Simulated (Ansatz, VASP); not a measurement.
# Two plane-wave programs on Ca

File INCAR:

```
SYSTEM = Ca
ALGO = Normal
EDIFF = 1E-6
ENCUT = 520
GGA = PS
ISIF = 2
ISMEAR = -1
LASPH = .TRUE.
LCHARG = .FALSE.
LREAL = .FALSE.
LWAVE = .FALSE.
NBANDS = 11
NELM = 80
PREC = Accurate
SIGMA = 0.1
```

File KPOINTS:

```
k-points
0
G
  16 16 16
  0 0 0
```

File POSCAR:

```
Ca
1.0
    0.0000000000      2.8330122053      2.8330122053
    2.8330122053      0.0000000000      2.8330122053
    2.8330122053      2.8330122053      0.0000000000
Ca
1
Direct
    0.0000000000      0.0000000000      0.0000000000
```

Input for Ansatz:

```yaml
crystal:
  lattice:
    - [0.0, 2.8330122053, 2.8330122053]
    - [2.8330122053, 0.0, 2.8330122053]
    - [2.8330122053, 2.8330122053, 0.0]
  atoms:
    - { symbol: Ca, position: [0.0, 0.0, 0.0] }
hamiltonian:
  xc: pbesol
  pseudopotentials:
    kind: paw
    azcp:
      Ca: "pseudopotentials/Ca.paw.azcp"
basis:
  ecutwfc: 420
  fft_grid_basis: typed
kpoints:
  mp_grid: { grid: [16, 16, 16], shift: [0, 0, 0] }
magnetization:
  spin_polarized: false
scf:
  occupations: { method: fermi_dirac, width: 0.1 }
output:
  stress: true
```

Alike in both runs: task single point; functional PBEsol; k mesh 16 × 16 × 16; occupations fermi-dirac, width 0.1 eV; no spin polarisation.

```csv
,VASP,Ansatz
version,VASP 6.6.1,Ansatz 0.2.0
potentials or method,"VASP PAW PBE potentials, release 64 (Ca_sv)","plane waves (420 eV) with PAW, scalar-relativistic"
plane-wave cutoff (eV),520,420
valence electrons in the cell,10,10
```

```tsv
	VASP	Ansatz	Ansatz less VASP
pressure (GPa)	-1.7	-1.7	+0.01
```

With one functional, cell and mesh, what is left measures potentials, basis and numerics. Ansatz warned: «pseudo_functional_mismatch».

Caveats: the PAW data sets were made with another functional, which shifts forces and pressure a little (VASP).
